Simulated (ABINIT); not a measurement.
The system is C.

```
C
1.0
     2.12732   -1.22828    0.00000
     2.12732    1.22828    0.00000
    -1.37907    0.00000    3.50283
C
2
Direct
  0.16664 0.16664 0.99991
  0.83336 0.83336 0.00009
```

This is a stacking variant of graphite.

Base run:

```yaml
Program: ABINIT 10.8.3 (patched build)
Functional: PBE
Potentials_or_basis: Ansatz NC PBE
Cutoff: 1116 eV
k_mesh: 13 × 13 × 8
Occupations: fermi-dirac, width 0.05 eV
Spin: no spin polarisation
```

Its results: band gap on the k mesh 0.93 eV, indirect (least direct gap 0.94 eV); pressure 3.7 GPa; largest force 0.005 eV/Å.

Task: After a change of settings the same cell gave: band gap on the k mesh 0.93 eV, indirect (least direct gap 0.94 eV); pressure 2.7 GPa; largest force 0.005 eV/Å. Which change was it?
A. potentials or basis from Ansatz NC PBE to PseudoDojo NC SR PBE v0.4 stringent
B. potentials or basis from Ansatz NC PBE to PseudoDojo NC SR PBE v0.5 stringent
C. potentials or basis from Ansatz NC PBE to PseudoDojo NC SR PBE v0.4.1 standard
D. potentials or basis from Ansatz NC PBE to SG15 NC PBE v1.2; cutoff from 1116 eV to 1088 eV

Result: D.

Caveats: an odd mesh through Γ misses points on the zone boundary, where band edges often lie; this functional lacks dispersion, which binds the layers, so the pressure and a relaxed spacing across them are unreliable.
